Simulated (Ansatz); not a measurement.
# SnO2: response to uniaxial strain along c

An exercise on one series of results from a longer session: the logs are not shown, and one member is left open.

Method: DFT LDA, scalar-relativistic, plane waves, PAW, in Ansatz 0.2.0.

3 further runs of the same task are left out: 3 set aside as unsound or not needed.

## Starting point

The structure is tetragonal, space group P4_2/mnm (No. 136). The conventional cell has a = 4.723 Å, b = 4.723 Å, c = 3.190 Å, α = 90.00°, β = 90.00°, γ = 90.00°. Sn (site symmetry mmm) is surrounded by 6 O at 2.04 to 2.05 Å. O (site symmetry m2m) is surrounded by 3 Sn at 2.04 to 2.05 Å.

Coordinates:

```
Sn O
1.0
     4.72127    0.00000    0.00000
     0.00000    4.72425    0.00000
     0.00000    0.00000    3.19002
Sn O
2 4
Direct
  0.50000 0.50000 0.50000
  0.00000 0.00000 0.00000
  0.30557 0.30657 0.00000
  0.80557 0.19343 0.50000
  0.19443 0.80657 0.50000
  0.69443 0.69343 0.00000
```

It goes back to an entry of the Materials Project, which need not be the stable form.

This cell was relaxed beforehand with the same method: volume 11.86 Å³/atom, gap on the mesh 1.16 eV.

Set-up of the first run:

input.yaml

```yaml
crystal:
  lattice:
    - [4.7212714757, 0.0, 0.0]
    - [0.0, 4.7242464866, 0.0]
    - [0.0, 0.0, 3.1900194031]
  atoms:
    - { symbol: Sn, position: [0.5, 0.5, 0.5] }
    - { symbol: Sn, position: [0.0, 0.0, 0.0] }
    - { symbol: O, position: [0.3055669669, 0.3065721211, 0.0] }
    - { symbol: O, position: [0.8055669669, 0.1934278789, 0.5] }
    - { symbol: O, position: [0.1944330331, 0.8065721211, 0.5] }
    - { symbol: O, position: [0.6944330331, 0.6934278789, 0.0] }
basis:
  ecutwfc: 420
kpoints:
  mp_grid: { grid: [6, 6, 8] }
hamiltonian:
  xc: lda
scf:
  occupations: { method: gaussian, width: 0.02 }
output:
  forces: true
  stress: true
  eigenvalues: true
```

Command:

```console
> ansatz run input.yaml --threads 1 --pin off --max-ram 2560MiB --backend cpu --events-out ev --progress --plain --runs-dir out
```

Among the steps run: Reference cell for the strains; Band edges over the zone; The cell strained by -2.0 %; Seeking the band edges at -2.0 %; Strain +2.0 %; Seeking the band edges at +2.0 %; At -4.0 %; Band edges over the zone at -4.0 %; The cell strained by +4.0 %; Band edges over the zone at +4.0 %; The cell strained by -6.0 %; The gap over the whole zone at -6.0 %; Strain +6.0 %; Band edges over the zone at +6.0 %.

One of the session's tables, all rows but one given; the rest of the session is left out.

Lengths are those of the vectors of the cell that was run; stresses in GPa:

| strain (%) | ΔE (meV/atom) | a (Å) | b (Å) | c (Å) |
| --- | --- | --- | --- | --- |
| -6.0 | 48.6 | 4.827 | 4.828 | 2.999 |
| -4.0 | 20.7 | 4.792 | 4.792 | 3.062 |
| -2.0 | ? | ? | ? | ? |
| +0.0 | 0.0 | 4.721 | 4.724 | 3.190 |
| +2.0 | 4.4 | 4.688 | 4.689 | 3.254 |
| +4.0 | 17.0 | 4.656 | 4.656 | 3.318 |
| +6.0 | 36.5 | 4.624 | 4.624 | 3.381 |

Q: Estimate the row for strain (%) = -2.0 from the others.

Worked estimate for «ΔE (meV/atom)». A straight line through the neighbours (-4.0, 20.7) and (0.0, 0.0) gives 20.7 + (0.0 − 20.7) × (-2.0 + 4.0) / (0.0 + 4.0) = 10.3; a parabola fitted to 4 rows on both sides gives 5.0.

As computed: ΔE (meV/atom): 4.9; a (Å): 4.757; b (Å): 4.757; c (Å): 3.126. In «ΔE (meV/atom)» the line misses by +5.4 and the parabola by +0.1.

ΔE is over the unstrained cell. Stress in GPa, positive in compression, on the Cartesian axes of the input.

Caveats from the session: Warnings in the runs' records: near symmetry operations not taken.
